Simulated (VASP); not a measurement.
Wanted: the native input for a VASP 6.6.1 run.

```yaml
Task: single point
Functional: revPBE
Potentials_or_basis: VASP PAW PBE potentials, release 64 (Ga_d)
Cutoff: 520 eV
k_mesh: 21 × 21 × 21
Occupations: fermi-dirac, width 0.1 eV
Spin: no spin polarisation
Dipole_correction: no
Further_INCAR_settings: ALGO = Fast; EDIFF = 1e-06; NBANDS = 12
```

The structure of Ga lies in POSCAR:

```
Ga
1.0
   -1.7012614398      1.7012614398      1.7012614398
    1.7012614398     -1.7012614398      1.7012614398
    1.7012614398      1.7012614398     -1.7012614398
Ga
1
Direct
    0.0000000000      0.0000000000      0.0000000000
```

This isn't the form of Ga at room conditions, which is orthorhombic.

The input as run:

INCAR

```
SYSTEM = Ga
ALGO = Fast
EDIFF = 1E-6
ENCUT = 520
GGA = RE
ISIF = 2
ISMEAR = -1
LASPH = .True.
LCHARG = .False.
LREAL = .False.
LWAVE = .False.
NBANDS = 12
NELM = 80
PREC = Accurate
SIGMA = 0.1
```

KPOINTS

```
k-points
0
Gamma
  21 21 21
  0 0 0
```

Potentials or basis: VASP PAW PBE potentials, release 64 (Ga_d).

The run is started by

```console
$ cat potpaw_PBE.64/Ga_d/POTCAR > POTCAR
$ mpirun -np 1 vasp_std > vasp.out
```

It gave:

```
Pressure               : 0.2 GPa
Band gap on the k mesh : none (metal or under the smearing width)
```

Caveat: the PAW data sets were made with another functional, which shifts forces and pressure a little.

Wall time 18 s on 1 thread of Intel(R) Xeon(R) 6975P-C (Granite Rapids), with other jobs on the host, peak memory 0.18 GiB.
